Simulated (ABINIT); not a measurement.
Runs of ABINIT 10.8.3 (patched build) on W. The structure is cubic, space group Im-3m (No. 229). The conventional cell has a = 3.165 Å, b = 3.165 Å, c = 3.165 Å, α = 90.00°, β = 90.00°, γ = 90.00°. Around W (site symmetry m-3m) lie 8 W at 2.74 Å. 

```csv
task,level,potentials or basis,cell,k mesh,cutoff (eV),smearing,bands in the sums,broadening (eV),scissor shift (eV),tensor components,cell freedom (optcell),gap on the mesh (eV),pressure (GPa),relaxed volume (Å³/atom)
single point,LDA,PseudoDojo NC SR LDA v0.4.1 standard,as given,9 × 9 × 9,816,fermi-dirac 0.05 eV,-,-,-,-,-,none,-10.3,-
single point,PBE,PseudoDojo NC SR PBE v0.4.1 standard,as given,9 × 9 × 9,816,fermi-dirac 0.05 eV,-,-,-,-,-,none,(b),-
optical spectrum,PBE,PseudoDojo NC SR PBE v0.4.1 standard,as given,"16 × 16 × 16, with 2 shifts",816,methfessel-paxton 0.136 eV,13,0.1,0,[11],-,-,5.3,-
relaxation of cell and atoms,PBE,PseudoDojo NC SR PBE v0.4.1 standard,relaxed,9 × 9 × 9,1007,fermi-dirac 0.05 eV,-,-,-,-,2,none,0.0,16.13
positron lifetime,PBE,JTH PAW PBE v2.0,as given,8 × 8 × 8,435,cold (ABINIT) 0.1 eV,-,-,-,-,-,none,5.5,-
optical spectrum,LDA,PseudoDojo NC SR LDA v0.4.1 standard,as given,"16 × 16 × 16, with 2 shifts",816,fermi-dirac 0.2 eV,13,0.1,0,[11],-,-,(a),-
relaxation of cell and atoms,LDA,PseudoDojo NC SR LDA v0.4.1 standard,relaxed,9 × 9 × 9,952,fermi-dirac 0.05 eV,-,-,-,-,2,none,0.0,15.36
positron lifetime,LDA,JTH PAW LDA v2.0,as given,8 × 8 × 8,435,gaussian 0.1 eV,-,-,-,-,-,none,(c),-
positron lifetime,PBEsol,JTH PAW PBE v2.0,as given,8 × 8 × 8,435,fermi-dirac 0.136 eV,-,-,-,-,-,none,-2.9,-
```

Alike in all rows: no spin polarisation.

Q: Estimate the missing entries.

A: (a) -10.0; (b) 5.1; (c) -9.1.

Caveats: the PAW basis is incomplete for the positron (some runs); the intraband (Drude) term is left out (some runs); spectra need much finer meshes, so this one isn't converged (some runs); the PAW data sets were made with another functional, which shifts forces and pressure a little (some runs).

A k mesh can miss the band edges, and the runs leave out spin-orbit coupling on W.

A gap of «none» marks a metal or a gap under the smearing width.

Not every run made on this cell is shown here.
